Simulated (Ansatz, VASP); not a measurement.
**Co: VASP beside Ansatz**

INCAR

```
SYSTEM = Co
PREC = Accurate ; ENCUT = 520
EDIFF = 1E-6 ; ISMEAR = -1
SIGMA = 0.1 ; LREAL = .False.
LASPH = .True. ; NELM = 80
ALGO = Normal ; ISIF = 2
LWAVE = .False. ; LCHARG = .False.
GGA = RE ; NBANDS = 10
```

KPOINTS

```
Automatic mesh
0
Gamma
  15 15 15
  0 0 0
```

The input POSCAR:

```
Co
1.0
    2.3884179695      0.0000000000      0.0000000000
    0.0000000000      2.3884179695      0.0000000000
    0.0000000000      0.0000000000      2.3884179695
Co
1
Direct
    0.0000000000      0.0000000000      0.0000000000
```

Input for Ansatz:

```yaml
crystal:
  lattice:
    - [2.3884179695, 0.0, 0.0]
    - [0.0, 2.3884179695, 0.0]
    - [0.0, 0.0, 2.3884179695]
  atoms:
    - { symbol: Co, position: [0.0, 0.0, 0.0] }
hamiltonian:
  xc: revpbe
  pseudopotentials:
    kind: paw
    azcp:
      Co: "pseudopotentials/Co.paw.azcp"
basis:
  ecutwfc: 420
  fft_grid_basis: typed
kpoints:
  mp_grid: { grid: [15, 15, 15], shift: [0, 0, 0] }
magnetization:
  spin_polarized: false
scf:
  occupations: { method: fermi_dirac, width: 0.1 }
  lower_state_search: "off"
output:
  stress: true
```

Alike in both runs: task single point; functional revPBE; k mesh 15 × 15 × 15; occupations fermi-dirac, width 0.1 eV; no spin polarisation.

|  | VASP | Ansatz |
| --- | --- | --- |
| version | VASP 6.6.1 | Ansatz 0.2.0 |
| potentials or method | VASP PAW PBE potentials, release 64 (Co) | plane waves (420 eV) with PAW, scalar-relativistic |
| plane-wave cutoff (eV) | 520 | 420 |
| valence electrons in the cell | 9 | 17 |

Ansatz gave:

* pressure (GPa): -14.6

Q: Which values does VASP return?

A: Pressure (GPa): -14.8.

The two sets of potentials don't hold the same shells in valence.

Caveats: the PAW data sets were made with another functional, which shifts forces and pressure a little (VASP); the run has no spin polarisation, though such a crystal can be magnetic. Spin polarisation is off, so any magnetic state and its effect on volume and gap are missing.
